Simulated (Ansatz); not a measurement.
C2H4 on a (100) slab of TaC (Fm-3m (No. 225)), 3 planes, outer planes TaC (top) and TaC (bottom), 1 a cell of 39.5 Å², relaxed and still whole (its atoms last):

```yaml
crystal:
  lattice:
    - [6.28552, 0.00000, 0.00000]
    - [0.00000, 6.28552, 0.00000]
    - [0.00000, 0.00000, 23.45434]
  atoms:
    - { symbol: Ta, position: [0.25000, 0.25000, 0.34109] }
    - { symbol: Ta, position: [0.25000, 0.75000, 0.34109] }
    - { symbol: Ta, position: [0.75000, 0.25000, 0.34109] }
    - { symbol: Ta, position: [0.75000, 0.75000, 0.34109] }
    - { symbol: C, position: [0.50000, 0.50000, 0.34109] }
    - { symbol: C, position: [0.50000, 0.00000, 0.34109] }
    - { symbol: C, position: [0.00000, 0.50000, 0.34109] }
    - { symbol: C, position: [0.00000, 0.00000, 0.34109] }
    - { symbol: Ta, position: [0.49302, 0.49397, 0.43343] }
    - { symbol: Ta, position: [0.49211, 0.00738, 0.43372] }
    - { symbol: Ta, position: [0.00737, 0.49257, 0.43370] }
    - { symbol: Ta, position: [0.00648, 0.00594, 0.43342] }
    - { symbol: C, position: [0.74976, 0.74996, 0.43191] }
    - { symbol: C, position: [0.74974, 0.24996, 0.43177] }
    - { symbol: C, position: [0.24980, 0.74997, 0.43164] }
    - { symbol: C, position: [0.24979, 0.24996, 0.43155] }
    - { symbol: Ta, position: [0.74967, 0.74989, 0.52182] }
    - { symbol: Ta, position: [0.74963, 0.24988, 0.52157] }
    - { symbol: Ta, position: [0.24989, 0.75002, 0.52133] }
    - { symbol: Ta, position: [0.24968, 0.24998, 0.52521] }
    - { symbol: C, position: [0.99778, 0.99888, 0.53092] }
    - { symbol: C, position: [0.99690, 0.50299, 0.53032] }
    - { symbol: C, position: [0.50254, 0.99700, 0.53034] }
    - { symbol: C, position: [0.50156, 0.50087, 0.53093] }
    - { symbol: C, position: [0.19658, 0.34387, 0.63802] }
    - { symbol: C, position: [0.30208, 0.15599, 0.63797] }
    - { symbol: H, position: [0.28226, 0.49448, 0.63998] }
    - { symbol: H, position: [0.02391, 0.35231, 0.64015] }
    - { symbol: H, position: [0.21640, 0.00543, 0.63992] }
    - { symbol: H, position: [0.47486, 0.14769, 0.63998] }
```

Computed with DFT PBE+D3(BJ), scalar-relativistic, plane waves, PAW (Ansatz). Plane waves to 420 eV, a k mesh through Γ of 3×3×1 on the computed 30-atom cell and Gaussian smearing (0.10 eV); no spin polarisation. A dipole correction removes the field between periodic images along c.

It binds with 0.74 eV a molecule against the clean slab and the free molecule (no zero-point or thermal terms); its shortest contact is C–Ta 2.73 Å. Take first-order desorption with no barrier to adsorption, no reaction on the face and an assumed prefactor of 10^13 s⁻¹.

Question: How long does a molecule stay at 300 K?

Answer: τ = ν⁻¹·exp(E/k_BT) with k_BT = 0.0259 eV: E/k_BT = 28.6, so τ ≈ 3×10^-1 s. It leaves within a purge of seconds.

Question: Where does its peak lie in a desorption experiment heated at 2 K/s?

Answer: The peak obeys E/(k_B·T_p²) = (ν/β)·exp(−E/k_BT_p). Solving gives T_p ≈ 273 K (E/k_BT_p = 31.4). An error of 0.1 eV in E moves it by about 37 K, and larger molecules have larger prefactors, which lowers it.

Question: Is this physisorption or chemisorption?

Answer: The tightest contact, C–Ta 2.73 Å, is 1.11 times the sum of covalent radii, and deformation and lateral interaction add up to +0.09 eV. This is chemisorption.

The molecule may also break up before it leaves, which wasn't tried.